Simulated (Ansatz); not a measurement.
Crystal: Ni.

```
CELL_PARAMETERS angstrom
2.44802 0.00000 0.00000
-1.22401 2.12005 0.00000
0.00000 0.00000 4.07281
ATOMIC_POSITIONS crystal
Ni 0.66667 0.33333 0.75000
Ni 0.33333 0.66667 0.25000
```

This isn't the form of Ni at room conditions, which is fcc.

```yaml
Program: Ansatz 0.2.0
Task: relaxation of cell and atoms
Functional: RPBE
Potentials_or_basis: Ansatz PAW
Cutoff: "420 eV (not typed: the program's choice for these potentials)"
k_mesh: 12 × 12 × 7
Occupations: fermi-dirac, width 0.05 eV
Spin: collinear spin, ferromagnetic start
Starting_moments: "[1.0, 1.0] μB"
```

At the start: volume 10.57 Å³/atom.

Problem. How do energy, volume and symmetry change on relaxing?

Solution. It ends after 6 steps and the volume is 11.26 Å³/atom (+6.5 %); space group P6_3/mmc (No. 194, to 0.05 Å); moment 1.36 μB per cell.

Step by step:
```csv
step,energy change (eV),largest force (eV/Å),volume (Å³)
1,0.0000,0.0000,21.14
2,-0.0389,0.0000,21.76
3,-0.0547,0.0000,22.44
4,-0.0549,0.0000,22.52
5,-0.0550,0.0000,22.52
6,-0.0555,0.0000,22.52
```

Final structure:
```yaml
crystal:
  lattice:
    - [2.51324, 0.00000, 0.00000]
    - [-1.25662, 2.17653, 0.00000]
    - [0.00000, 0.00000, 4.11623]
  atoms:
    - { symbol: Ni, position: [0.66667, 0.33333, 0.75000] }
    - { symbol: Ni, position: [0.33333, 0.66667, 0.25000] }
```

Caveat: the plane-wave basis is chosen anew once the cell has moved, so the energies of steps on either side of that aren't comparable; the PAW data sets come from PBE, with cores solved anew for the run's functional, which leaves a small shift of forces and pressure.
